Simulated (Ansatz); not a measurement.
**Ti in Ansatz: the effect of functional**

The system is Ti.

```
Ti
1.0
     0.00000    2.06981    2.06981
     2.06981    0.00000    2.06981
     2.06981    2.06981    0.00000
Ti
1
Direct
  0.00000 0.00000 0.00000
```

This isn't the form of Ti at room conditions, which is hcp.

The cell isn't the ideal one: volume scaled by 1.06.

Alike in all runs:

```yaml
Program: Ansatz 0.2.0
Task: single point
Potentials_or_basis: Ansatz PAW
k_mesh: 11 × 11 × 11
Occupations: fermi-dirac, width 0.05 eV
Spin: no spin polarisation
```

One run gave: pressure -6.4 GPa. Which functional did it use?
A. LDA
B. r2SCAN
C. PBEsol

C.

```tsv
functional	cutoff	pressure (GPa)
LDA	420 eV (not typed: the program's choice for these potentials)	-10.6
PBEsol	420 eV (not typed: the program's choice for these potentials)	-6.4
r2SCAN	500 eV (not typed: the program's choice for these potentials)	-2.3
```

Caveats: the PAW data sets come from PBE, with cores solved anew for the run's functional, which leaves a small shift of forces and pressure.
